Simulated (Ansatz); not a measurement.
**Where the states of Te lie**

```
Te
1.0
     4.45800    0.00000    0.00000
    -2.22900    3.86074    0.00000
     0.00000    0.00000    5.92500
Te
3
Direct
  0.74500 0.00000 0.33333
  0.00000 0.74500 0.66667
  0.25500 0.25500 0.00000
```

Conventional cell: a = 4.458 Å, b = 4.458 Å, c = 5.925 Å, α = 90.00°, β = 90.00°, γ = 120.00°. Te (atom 1) is surrounded by 2 Te at 2.79 Å.

The cell is COD entry 1531230, as deposited and not checked against the literature; nothing was relaxed.

Spin–orbit coupling is left out, though it moves levels of the heavy atoms by tenths of an eV or more.

Computed with Ansatz 0.2.0, DFT, LDA, all-electron LAPW, scalar-relativistic.

Settings: a Γ-centred 9×9×6 k mesh, Fermi–Dirac smearing of 0.08 eV, basis error target 0.5 meV/atom, no spin polarisation.

States per eV and cell, averaged over 0.4 eV, from -12.7 to 5.5 eV, with energies (bin centres) from the valence-band top; empty bins are left out. The partial columns, the largest 2 alone, are projections on Löwdin-orthogonalised atomic shells (those that the program's projection atoms carry: the occupied ones and, for some elements, an empty d or f shell; other empty shells have no column), summed over atoms of an element. Weights on diffuse s and p shells depend on that basis and aren't pure angular character.

```
E (eV)  total  Te 5p  Te 5s
 -12.6   1.96   0.22   1.74
 -12.2   1.05   0.14   0.90
 -11.8   1.30   0.17   1.12
 -11.4   1.16   0.16   1.00
 -11.0   1.35   0.19   1.15
 -10.6   0.31   0.05   0.26
 -10.2   1.66   0.20   1.46
  -9.8   1.89   0.25   1.64
  -9.4   0.77   0.09   0.68
  -9.0   0.41   0.04   0.37
  -8.6   0.19   0.01   0.17
  -8.2   0.01   0.00   0.01
  -5.8   0.02   0.02   0.00
  -5.4   1.01   0.99   0.02
  -5.0   2.36   2.30   0.05
  -4.6   3.23   3.12   0.09
  -4.2   2.29   2.17   0.10
  -3.8   1.73   1.62   0.10
  -3.4   2.90   2.71   0.16
  -3.0   1.98   1.83   0.12
  -2.6   1.35   1.25   0.08
  -2.2   1.95   1.82   0.10
  -1.8   2.80   2.62   0.13
  -1.4   3.22   3.01   0.15
  -1.0   3.14   2.94   0.14
  -0.6   1.70   1.59   0.08
  -0.2   0.33   0.30   0.02
   0.2   0.01   0.01   0.00
   0.6   0.42   0.37   0.03
   1.0   3.71   3.30   0.19
   1.4   2.11   1.88   0.09
   1.8   3.43   3.10   0.07
   2.2   2.29   2.07   0.04
   2.6   1.74   1.57   0.03
   3.0   0.91   0.79   0.01
   3.4   0.49   0.31   0.00
   3.8   0.83   0.17   0.00
   4.2   1.77   0.15   0.00
   4.6   2.03   0.12   0.00
   5.0   1.11   0.03   0.00
   5.4   1.71   0.04   0.00
```

Question: Which of the resolved shells contributes most in the top eV of the valence band?

Answer: Te 5p, with 93 % of all states there; Te 5s follows with 5 %.
